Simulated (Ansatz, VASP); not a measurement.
MgO: VASP beside Ansatz

INCAR

```
SYSTEM = MgO
ALGO     = Normal         ! electronic algorithm
EDIFF    = 1E-7           ! SCF threshold, eV
ENCUT    = 520            ! plane-wave cutoff, eV
GGA      = PS             ! functional
ISIF     = 2              ! what is computed and relaxed
ISMEAR   = 0              ! smearing method
LASPH    = .TRUE.         ! aspherical terms in the spheres
LCHARG   = .TRUE.         ! write CHGCAR
LELF     = .TRUE.         ! ELF
LREAL    = .FALSE.        ! projectors in reciprocal space
LVHAR    = .TRUE.       
LWAVE    = .FALSE.        ! write WAVECAR
NBANDS   = 11             ! bands
NELM     = 100            ! most SCF steps
PREC     = Accurate       ! precision mode
SIGMA    = 0.05           ! smearing width, eV
```

KPOINTS

```
k-points
0
G
  10 10 10
  0 0 0
```

The input POSCAR:

```
MgO
1.0
    0.0000000000      2.1351500000      2.1351500000
    2.2632590000      0.0000000000      2.1351500000
    2.2632590000      2.1351500000      0.0000000000
Mg O
1 1
Direct
    0.0000000000      0.0000000000      0.0000000000
    0.5000000000      0.5000000000      0.5000000000
```

Input for Ansatz:

```yaml
crystal:
  lattice:
    - [0.0, 2.13515, 2.13515]
    - [2.263259, 0.0, 2.13515]
    - [2.263259, 2.13515, 0.0]
  atoms:
    - { symbol: Mg, position: [0.0, 0.0, 0.0] }
    - { symbol: O, position: [0.5, 0.5, 0.5] }
basis:
  ecutwfc: 420
kpoints:
  mp_grid: { grid: [10, 10, 10] }
hamiltonian:
  xc: pbesol
scf:
  occupations: { method: gaussian, width: 0.05 }
output:
  forces: true
  stress: true
  eigenvalues: true
```

Change from the starting cell: strain +0.0600 x Voigt [1, 0, 0, 0, 0, 0], atoms carried along.

Alike in both runs: task single point; functional PBEsol; k mesh 10 × 10 × 10; occupations gaussian, width 0.05 eV; no spin polarisation.

|  | VASP | Ansatz |
| --- | --- | --- |
| version | VASP 6.6.1 | Ansatz 0.2.0 |
| potentials or method | VASP PAW PBE potentials, release 64 (Mg, O) | scalar-relativistic, plane waves, PAW |
| plane-wave cutoff (eV) | 520 | 420 |
| valence electrons in the cell | 8 | 16 |

```csv
,VASP,Ansatz,Ansatz less VASP
gap on the k mesh at the Fermi level (eV),3.65,3.65,+0.006
least direct gap on the mesh (eV),3.65,3.65,+0.006
pressure (GPa),-12.4,-11.8,+0.58
largest component of the traceless stress (GPa),3.61,3.63,+0.019
```

The two sets of potentials don't hold the same shells in valence.

Caveats: the PAW data sets were made with another functional, which shifts forces and pressure a little (VASP).
